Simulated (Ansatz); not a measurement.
# Te2Pt: the cost of one run

Program: Ansatz 0.2.0. Level of theory: reference: DFT, PBEsol, plane waves, PAW. These are calculated values, not measurements.

3 further runs of the same task are left out: 1 for a known fault of the program, 2 that didn't finish.

## 1. The structure to begin with

The structure is trigonal, space group P-3m1 (No. 164). Conventional cell: a = 4.038 Å, b = 4.038 Å, c = 5.311 Å, α = 90.00°, β = 90.00°, γ = 120.00°. Pt (site symmetry -3m) is surrounded by 6 Te at 2.70 Å. Te (site symmetry 3m) has 3 Pt at 2.70 Å as nearest neighbours.

Structure file:

```
Pt Te
1.0
     4.03818    0.00000    0.00000
    -2.01909    3.49716    0.00000
     0.00000    0.00000    5.31096
Pt Te
1 2
Cartesian
  0.0000 0.0000 0.0000
  0.0000 2.3314 1.3641
  2.0191 1.1657 3.9469
```

## 2. Baseline

Contents of input.yaml:

```yaml
crystal:
  lattice:
    - [4.0381770495, 0.0, 0.0]
    - [-2.0190885248, 3.4971639098, 0.0]
    - [0.0, 0.0, 5.3109615756]
  atoms:
    - { symbol: Pt, position: [0.0, 0.0, 0.0] }
    - { symbol: Te, position: [0.3333333333, 0.6666666667, 0.2568463255] }
    - { symbol: Te, position: [0.6666666667, 0.3333333333, 0.7431536745] }
kpoints:
  mp_grid: { grid: [6, 6, 4] }
hamiltonian:
  xc: pbesol
scf:
  occupations: { method: fermi_dirac, width: 0.02 }
  n_extra_bands: 4
output:
  forces: true
  stress: true
  eigenvalues: true
```

Command:

```sh
$ ansatz run input.yaml --threads 4 --pin off --max-ram 3686MiB --backend cpu --events-out ev --progress --plain --runs-dir out
```

What time and memory should one allow on 4 threads of an x86-64 CPU, shared host?

About 4.1 s, with a peak of 0.42 GiB.
